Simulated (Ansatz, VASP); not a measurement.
## ZnS: VASP beside Ansatz

Contents of POSCAR:

```
ZnS
1.0
    0.0000000000      2.6468416657      2.6468416657
    2.6468416657      0.0000000000      2.6468416657
    2.6468416657      2.6468416657      0.0000000000
Zn S
1 1
Direct
    0.7500000000      0.7500000000      0.7500000000
    0.0000000000      0.0000000000      0.0000000000
```

Contents of INCAR.step1:

```
SYSTEM = ZnS
PREC = Accurate
ENCUT = 520
ISMEAR = -1
SIGMA = 0.05
LREAL = .FALSE.
LASPH = .TRUE.
NELM = 60
NBANDS = 16
GGA = PE
ALGO = Normal
EDIFF = 1E-4
LWAVE = .TRUE.
LCHARG = .FALSE.
```

File INCAR.step2:

```
SYSTEM = ZnS
PREC = Accurate
ENCUT = 520
EDIFF = 1E-6
ISMEAR = -1
SIGMA = 0.05
LREAL = .FALSE.
LASPH = .TRUE.
NELM = 60
ALGO = Normal
ISIF = 2
LWAVE = .FALSE.
LCHARG = .FALSE.
METAGGA = R2SCAN
LMIXTAU = .TRUE.
IVDW = 13
VDW_S6 = 1.0
VDW_S8 = 0.6018749
VDW_A1 = 0.51559235
VDW_A2 = 5.77342911
NBANDS = 16
ISTART = 1
```

KPOINTS

```
regular mesh
0
G
  9 9 9
  0 0 0
```

input.yaml

```yaml
crystal:
  lattice:
    - [0.0, 2.6468416657, 2.6468416657]
    - [2.6468416657, 0.0, 2.6468416657]
    - [2.6468416657, 2.6468416657, 0.0]
  atoms:
    - { symbol: Zn, position: [0.75, 0.75, 0.75] }
    - { symbol: S, position: [0.0, 0.0, 0.0] }
hamiltonian:
  xc: r2scan
  pseudopotentials: { kind: paw }
  dispersion: d4
kpoints:
  mp_grid: { grid: [9, 9, 9] }
scf:
  occupations: { method: fermi_dirac, width: 0.05 }
output:
  forces: true
  stress: true
  eigenvalues: true
  write_density: true
  write_potential: true
  elf: true
  volumetric_format: npy
```

Alike in both runs: task single point; functional r2SCAN; dispersion D4; k mesh 9 × 9 × 9; occupations fermi-dirac, width 0.05 eV; no spin polarisation.

|  | VASP | Ansatz |
| --- | --- | --- |
| version | VASP 6.6.1 | Ansatz 0.2.0 |
| potentials or method | VASP PAW PBE potentials, release 64 (Zn, S) | Ansatz PAW |
| plane-wave cutoff (eV) | 520 | 500 |
| valence electrons in the cell | 18 | 18 |

|  | VASP | Ansatz | Ansatz less VASP |
| --- | --- | --- | --- |
| gap on the k mesh at the Fermi level (eV) | 2.97 | 2.95 | -0.016 |
| least direct gap on the mesh (eV) | 2.97 | 2.95 | -0.016 |
| pressure (GPa) | 3.8 | 3.8 | -0.01 |
| dispersion energy (meV/atom) | -121.9 | -122.0 | -0.15 |

Caveats: the PAW data sets were made with another functional, which shifts forces and pressure a little (VASP); odd divisions of the mesh miss points on the zone boundary, where band edges often lie, so the gap on the mesh can be too wide (Ansatz); the PAW data sets come from PBE, with cores solved anew for the run's functional, which leaves a small shift of forces and pressure (Ansatz). r2SCAN opens gaps a little over a GGA but as a rule still falls short of measured ones.
